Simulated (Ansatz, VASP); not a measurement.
# AlNi3 in VASP and in Ansatz

```
Al Ni
1.0
     0.00000    2.80189    2.80189
     2.80189    0.00000    2.80189
     2.80189    2.80189    0.00000
Al Ni
1 3
Direct
  0.50000 0.50000 0.50000
  0.25000 0.25000 0.25000
  0.00000 0.00000 0.00000
  0.75000 0.75000 0.75000
```

Alike in both runs: functional r2SCAN; k mesh 4 × 4 × 4; occupations gaussian, width 0.1 eV; no spin polarisation.

Ansatz relaxed the structure, and its values are those at the end. VASP's run is a single point on that final structure, the one shown.

```csv
,VASP,Ansatz
version,VASP 6.6.1,Ansatz 0.2.0
potentials or method,"VASP PAW PBE potentials, release 64 (Al, Ni)","scalar-relativistic, plane waves, PAW"
plane-wave cutoff (eV),520,500
valence electrons in the cell,33,57
```

```csv
,VASP,Ansatz,Ansatz less VASP
gap on the k mesh at the Fermi level (eV),none,none,-
pressure (GPa),0.0,0.0,-0.06
```

A gap of «none» marks a metal or a gap that the smearing closes. With one functional, cell and mesh, what is left measures potentials, basis and numerics. The two sets of potentials don't hold the same shells in valence.

Caveats: the k mesh is coarse (spacing up to 0.49 Å⁻¹), so the values aren't converged; the PAW data sets were made with another functional, which shifts forces and pressure a little (VASP). Spin polarisation is off, so any magnetic state and its effect on volume and gap are missing.
